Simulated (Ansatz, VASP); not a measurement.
Given: the input of a run of VASP 6.6.1 on Ge.

The input run.py:

```python
from ase.calculators.vasp import Vasp
from ase.dft.bandgap import bandgap
from ase.io import read

atoms = read('POSCAR')
calc = Vasp(
    directory='calc',
    xc='revpbe',
    pp='PBE',
    setups='recommended',
    prec='Accurate',
    encut=520,
    ediff=1e-06,
    ismear=0,
    sigma=0.05,
    lreal=False,
    lasph=True,
    nelm=100,
    algo='Normal',
    isif=2,
    lwave=False,
    lcharg=False,
    ivdw=12,
    kpts=[6, 6, 6],
    gamma=True,
)
atoms.calc = calc

print('energy (eV):', atoms.get_potential_energy())
print('free energy (eV):', atoms.get_potential_energy(force_consistent=True))
print('forces (eV/A):')
print(atoms.get_forces())
print('stress (eV/A^3, Voigt):', atoms.get_stress())
print('Fermi level (eV):', calc.get_fermi_level())
gap, top, bottom = bandgap(calc)
print('band gap (eV):', gap, 'from (spin, k, band)', top, 'to', bottom)
```

The input POSCAR:

```
Ge
1.0
   -3.4841702800      3.4841702800      3.4841702800
    3.4841702800     -3.4841702800      3.4841702800
    3.4841702800      3.4841702800     -3.4841702800
Ge
8
Direct
    0.2988990800      0.2988990800      0.2988990800
    0.0000000000      0.2011009200      0.5000000000
    0.2011009200      0.5000000000      0.0000000000
    0.5000000000      0.0000000000      0.2011009200
    0.7011009200      0.7011009200      0.7011009200
    0.0000000000      0.7988990800      0.5000000000
    0.7988990800      0.5000000000      0.0000000000
    0.5000000000      0.0000000000      0.7988990800
```

Potentials or basis: VASP PAW PBE potentials, release 64 (Ge_d).

Command:

```console
$ python run.py
```

Question: Set up the same calculation for Ansatz 0.2.0. Potentials there: Ansatz PAW.

Answer: As run (the cutoff follows the program's own potentials):

File input.yaml:

```yaml
crystal:
  lattice:
    - [-3.48417028, 3.48417028, 3.48417028]
    - [3.48417028, -3.48417028, 3.48417028]
    - [3.48417028, 3.48417028, -3.48417028]
  atoms:
    - { symbol: Ge, position: [0.29889908, 0.29889908, 0.29889908] }
    - { symbol: Ge, position: [0.0, 0.20110092, 0.5] }
    - { symbol: Ge, position: [0.20110092, 0.5, 0.0] }
    - { symbol: Ge, position: [0.5, 0.0, 0.20110092] }
    - { symbol: Ge, position: [0.70110092, 0.70110092, 0.70110092] }
    - { symbol: Ge, position: [0.0, 0.79889908, 0.5] }
    - { symbol: Ge, position: [0.79889908, 0.5, 0.0] }
    - { symbol: Ge, position: [0.5, 0.0, 0.79889908] }
hamiltonian:
  xc: revpbe
  pseudopotentials: { kind: paw }
  dispersion: d3bj
kpoints:
  mp_grid: { grid: [6, 6, 6] }
scf:
  occupations: { method: gaussian, width: 0.05 }
output:
  forces: true
  stress: true
  eigenvalues: true
```

Potentials or basis: Ansatz PAW.

Command:

```bash
$ ansatz run input.yaml --threads 4 --pin off --max-ram 11264MiB --backend cpu --events-out ev --progress --plain --runs-dir out
```

Both were run:

|  | VASP | Ansatz | Ansatz less VASP |
| --- | --- | --- | --- |
| gap on the k mesh at the Fermi level (eV) | none | none | - |
| pressure (GPa) | -0.4 | -0.3 | +0.09 |
| rms of the force components (eV/Å) | 0.160 | 0.163 | +0.0037 |
| dispersion energy (meV/atom) | -610.8 | -610.9 | -0.08 |

Atom by atom the forces differ by 0.004 eV/Å (rms over components). A gap of «none» marks a metal or a gap that the smearing closes. With one functional, cell and mesh, what is left measures potentials, basis and numerics.

Caveats: pairwise dispersion overbinds metals, which lowers pressure and volume; the PAW data sets were made with another functional, which shifts forces and pressure a little (VASP); the PAW data sets come from PBE, with cores solved anew for the run's functional, which leaves a small shift of forces and pressure (Ansatz).
